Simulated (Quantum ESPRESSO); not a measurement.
## Si2W: equation of state with PBE

The system is Si2W.

```
W Si
1.0
     4.61685    0.00000    0.00000
    -2.30843    3.99831    0.00000
     0.00000    0.00000    6.65322
W Si
3 6
Direct
  0.50000 0.00000 0.50000
  0.50000 0.50000 0.83333
  0.00000 0.50000 0.16667
  0.32725 0.16363 0.16667
  0.83637 0.16363 0.83333
  0.16363 0.32725 0.50000
  0.67275 0.83637 0.16667
  0.16363 0.83637 0.83333
  0.83637 0.67275 0.50000
```

Measurements of this composition are mostly on another form, of space group No. 139.

| Quantity | Value |
| --- | --- |
| Program | Quantum ESPRESSO 7.5 |
| Task | equation of state |
| Functional | PBE |
| Potentials or basis | SSSP 1.3 efficiency PBE |
| Cutoff | 748 eV |
| Density cutoff | 5987 eV |
| k mesh | 7 × 7 × 4 |
| Occupations | fermi-dirac, width 0.05 eV |
| Spin | no spin polarisation |

```json
{
 "Equilibrium volume": "13.63 Å³/atom",
 "Bulk modulus at fixed shape and positions": "221 GPa",
 "Pressure derivative of the bulk modulus": "4.5"
}
```

Energy against volume, from the lowest point:
| volume (Å³/atom) | energy (meV/atom) |
| --- | --- |
| 12.827 | 36.05 |
| 13.100 | 15.04 |
| 13.373 | 3.34 |
| 13.646 | 0.00 |
| 13.919 | 4.15 |
| 14.192 | 15.01 |
| 14.465 | 31.88 |

All runs of the series together: 13 min on 2 threads of Arm Neoverse V1, on a shared host.

Caveat: the cell was scaled at fixed shape and fractional positions, which overstates the stiffness of a crystal with free parameters, most of all of layers and chains. Spin-orbit coupling is left out, which matters for the levels of W.
